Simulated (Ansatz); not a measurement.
## Si: a prediction, then the measurements

The calculation used DFT PBE, scalar-relativistic, plane waves, PAW in Ansatz 0.2.0.

Settings: cutoff 420 eV, Γ-centred mesh 8×8×8 on the computed 2-atom cell, Gaussian smearing of 0.02 eV; no spin polarisation.

Relaxed structure:

```
Si
1.0
     0.00000    2.73530    2.73530
     2.73530    0.00000    2.73530
     2.73530    2.73530    0.00000
Si
2
Direct
  0.00000 0.00000 0.00000
  0.25000 0.25000 0.25000
```

```json
{
 "Space group": "Fd-3m (No. 227)",
 "Volume per atom": "138.1 bohr³",
 "Energy over the standard state (uncorrected)": "+0.001 eV/atom",
 "Kohn–Sham band gap": "0.61 eV",
 "Orbital (Löwdin) character of the top 1 eV of the valence band": "Si 3p 96 %",
 "Orbital (Löwdin) character of the lowest 1 eV of the conduction band": "Si 3p 58 %, Si 3s 27 %, unprojected 15 %",
 "Bader charge by site (e)": "Si (2 in the cell) 0.00"
}
```

**Against measurements.**

Measured lattice constant a of Si: 5.43107 Å (298.2 K; a printed reference work (textbook)). This calculation gives 5.471 Å (+0.7 %). The calculation is for 0 K without zero-point motion. Against the measured band gap of Si, 1.12 eV (indirect; 300 K; a printed reference work (textbook)), the calculated 0.61 eV is off by -0.51 eV. Kohn–Sham gaps of semilocal functionals fall short of measured ones as a rule.

The cell was reached from a generator's guess, though it ends in a space group that the Crystallography Open Database lists for this formula. Löwdin shares on free-atom orbitals overweight diffuse shells in the empty bands.
